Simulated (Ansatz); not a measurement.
## Pt: band structure with HSE03

Pt:

```
CELL_PARAMETERS angstrom
-1.58217 1.58498 1.58466
1.60292 -1.57978 1.60020
1.56748 1.56509 -1.57945
ATOMIC_POSITIONS crystal
Pt 0.00000 0.00000 0.00000
```

This isn't the form of Pt at room conditions, which is fcc.

The cell isn't the ideal one: cell sheared at random, sigma 0.01, atoms nudged by 0.01 Å.

- Program: Ansatz 0.2.0
- Task: band structure
- Functional: HSE03
- Potentials or basis: Ansatz PAW
- Cutoff: 420 eV (not typed: the program's choice for these potentials)
- k mesh: 6 × 6 × 6
- Occupations: fermi-dirac, width 0.05 eV
- Spin: no spin polarisation
- Path: [["X", "G", "Y"], ["L", "G", "Z"], ["N", "G", "M"], ["R", "G"]]
- Points for each segment of the path: 4

```
Pressure               : -8.2 GPa
Band gap on the k mesh : none (metal or under the smearing width)
```

Stress tensor (GPa, compression positive):
```
-8.24  1.73 -2.42
 1.73 -8.17 -0.70
-2.42 -0.70 -8.09
```

Levels at the corners of the path, in eV from the Fermi level:
```csv
point,band 6,band 7,band 8,band 9,band 10,band 11,band 12,band 13,band 14,band 15
X,-5.18,-1.33,-0.83,0.83,1.49,7.62,14.45,17.29,25.39,26.46
Γ,-3.80,-3.67,-3.55,-1.28,-1.19,18.17,18.41,18.53,28.50,28.61
Y,-5.17,-1.34,-0.79,0.66,1.39,7.34,14.63,17.57,25.52,26.57
L,-5.21,-1.30,-0.84,0.90,1.53,7.74,14.36,17.14,25.41,26.26
Γ,-3.80,-3.67,-3.55,-1.28,-1.19,18.17,18.41,18.53,28.50,28.61
Z,-5.21,-1.31,-0.79,0.77,1.46,7.53,14.47,17.36,25.51,26.28
N,-6.59,0.79,0.90,1.06,8.60,8.75,8.95,14.53,20.30,20.53
Γ,-3.80,-3.67,-3.55,-1.28,-1.19,18.17,18.41,18.53,28.50,28.61
M,-5.27,-1.23,-0.74,0.76,1.44,7.49,14.47,17.28,25.75,26.23
R,-5.09,-1.43,-0.92,0.85,1.53,7.68,14.46,17.39,25.06,26.56
Γ,-3.80,-3.67,-3.55,-1.28,-1.19,18.17,18.41,18.53,28.50,28.61
```

Run time: 33 s on 1 × NVIDIA H100 80GB HBM3 with 2 threads of AMD EPYC 7R13 Processor (Zen 3), with other jobs on the host, peak memory 1.5 GiB.

Caveat: the k mesh is coarse (spacing up to 0.47 Å⁻¹), so the values aren't converged, least of all with exact exchange; spin-orbit coupling is left out, which moves the levels of the heavy elements; the PAW data sets come from PBE, with cores solved anew for the run's functional, which leaves a small shift of forces and pressure; the thresholds are loose for stress.
